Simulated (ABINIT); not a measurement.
# GaP: single point with LDA

**Experimental background.**

From “Stacking defects in GaP nanowires: Electronic structure and optical properties”, 2018, arxiv:1810.01194, for a bulk crystal of GaP at 10 K: band gap 2.34 eV (indirect).

GaP:

```
Ga P
1.0
     0.00000    2.72525    2.72525
     2.72525    0.00000    2.72525
     2.72525    2.72525    0.00000
Ga P
1 1
Direct
  0.00000 0.00000 0.00000
  0.75000 0.75000 0.75000
```

```
Program             : ABINIT 10.8.3 (patched build)
Task                : single point
Functional          : LDA
Potentials or basis : PseudoDojo NC SR LDA v0.4.1 standard
Cutoff              : 980 eV
k mesh              : 6 × 6 × 6
Occupations         : fermi-dirac, width 0.05 eV
Spin                : no spin polarisation
```

* Band gap on the k mesh: 1.50 eV, indirect (least direct gap 1.60 eV)
* Valence electrons inside the program's atomic spheres: Ga 10.85; P 2.78

Levels at points of the mesh, in eV from the valence-band top:
| k point | band 5 | band 6 | band 7 | band 8 | band 9 | band 10 | band 11 | band 12 | band 13 |
| --- | --- | --- | --- | --- | --- | --- | --- | --- | --- |
| (0.00, 0.00, 0.00) | -14.60 | -12.52 | 0.00 | 0.00 | 0.00 | 1.60 | 3.79 | 3.79 | 3.79 |
| (0.50, 0.00, 0.00) | -14.59 | -10.44 | -6.72 | -1.13 | -1.13 | 1.50 | 4.63 | 4.63 | 8.06 |
| (0.50, 0.50, 0.00) | -14.58 | -9.52 | -6.85 | -2.71 | -2.71 | 1.50 | 1.68 | 10.43 | 10.43 |

Wall time 22 s on 1 thread of Arm Neoverse V1 (shared host), peak memory 0.07 GiB.

A measured gap of GaP is 2.34 eV (indirect; 10 K; quoted in “Stacking defects in GaP nanowires: Electronic structure and optical properties”, 2018, arxiv:1810.01194); the calculated 1.50 eV misses it by -0.84 eV. Spin-orbit coupling on Ga is left out. The value is that of LDA on a finite k mesh, which can miss the band edges, without temperature or zero-point motion. Semilocal functionals fall short of measured gaps as a rule.
